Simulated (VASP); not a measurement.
Input of a VASP 6.6.1 run:

POSCAR

```
Na
3.4425
   -0.577350279913      0.577350279913      0.577350279913
    0.577350279913     -0.577350279913      0.577350279913
    0.577350279913      0.577350279913     -0.577350279913
Na
1
Direct
    0.0000000000      0.0000000000      0.0000000000
```

The input INCAR.step1:

```
SYSTEM = Na
PREC     = Accurate       ! precision mode
ENCUT    = 500            ! plane-wave cutoff, eV
EDIFF    = 1E-5           ! SCF threshold, eV
ISMEAR   = 0              ! smearing method
SIGMA    = 0.01           ! smearing width, eV
LREAL    = .False.        ! projectors in reciprocal space
LASPH    = .True.         ! aspherical terms in the spheres
NELM     = 80             ! most SCF steps
ALGO     = Normal         ! electronic algorithm
LWAVE    = .True.         ! write WAVECAR
LCHARG   = .False.        ! write CHGCAR
GGA      = PE             ! functional
```

Contents of INCAR.step2:

```
SYSTEM = Na
PREC     = Accurate       ! precision mode
ENCUT    = 500            ! plane-wave cutoff, eV
EDIFF    = 1E-6           ! SCF threshold, eV
ISMEAR   = 0              ! smearing method
SIGMA    = 0.01           ! smearing width, eV
LREAL    = .False.        ! projectors in reciprocal space
LASPH    = .True.         ! aspherical terms in the spheres
NELM     = 80             ! most SCF steps
ALGO     = Normal         ! electronic algorithm
ISIF     = 2              ! what is computed and relaxed
LWAVE    = .False.        ! write WAVECAR
LCHARG   = .False.        ! write CHGCAR
GGA      = PE             ! functional
LHFCALC  = .True.         ! exact exchange
HFSCREEN = 0.2            ! screening, 1/A
PRECFOCK = Normal       
IVDW     = 2              ! dispersion correction
IBRION   = 2              ! ionic algorithm
NSW      = 60             ! ionic steps
EDIFFG   = -0.02          ! ionic threshold
ISTART   = 1
```

File KPOINTS:

```
regular mesh
0
Gamma
  5 5 5
  0 0 0
```

Potentials or basis: VASP PAW PBE potentials, release 54 (Na).

Run with:

```bash
$ cat potpaw_PBE.54/Na/POTCAR > POTCAR
$ cp INCAR.step1 INCAR
$ mpirun -np 1 vasp_std > vasp.out
$ cp INCAR.step2 INCAR
$ mpirun -np 1 vasp_std > vasp.out
```

(1) What does it give for the dispersion energy per atom?

(2) Estimate the band gap on the k mesh.

Results:

(1) -1.318 eV.

(2) none (metal or under the smearing width).

Caveat: the k mesh is coarse (spacing up to 0.45 Å⁻¹), so the values aren't converged, least of all with exact exchange; the relaxation stopped at its first step, so nothing moved; atom-pairwise D2, TS and ULG terms overbind metals.
